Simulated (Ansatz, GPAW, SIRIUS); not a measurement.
**CdF2: 4 runs at one level of theory**

```
Cd F
1.0
     0.00000    2.69400    2.69400
     2.69400    0.00000    2.69400
     2.69400    2.69400    0.00000
Cd F
1 2
Direct
  0.00000 0.00000 0.00000
  0.75000 0.75000 0.75000
  0.25000 0.25000 0.25000
```

Alike in all runs: task equation of state; functional PBE; k mesh 9 × 9 × 9; occupations fermi-dirac, width 0.05 eV; no spin polarisation; no spin-orbit coupling.

```
                        program and potentials  plane-wave cutoff (eV)  notes  equilibrium volume (Å³/atom)  bulk modulus (GPa)
    GPAW, GPAW PAW data sets (gpaw-data 1.2.1)                     800      -                         13.70                90.1
Ansatz, all-electron LAPW, scalar-relativistic                       -      -                         13.72                93.8
         Ansatz, Ansatz PAW (earlier soft set)                     420      -                         13.73                93.7
 SIRIUS, all-electron FP-LAPW, apw+lo standard                       -      -                         13.70                92.4
```

The equilibrium volume spans 13.70 (SIRIUS, all-electron FP-LAPW, apw+lo standard) to 13.73 Å³/atom (Ansatz, Ansatz PAW (earlier soft set)), with all-electron results at 13.70 to 13.72. The bulk modulus spans 90.1 (GPAW, GPAW PAW data sets (gpaw-data 1.2.1)) to 93.8 GPa (Ansatz, all-electron LAPW, scalar-relativistic), with all-electron results at 92.4 to 93.8.

The functional is the same throughout but for its coding, so the spread measures potentials, basis and numerics; runs on potential files found faulty are left out.
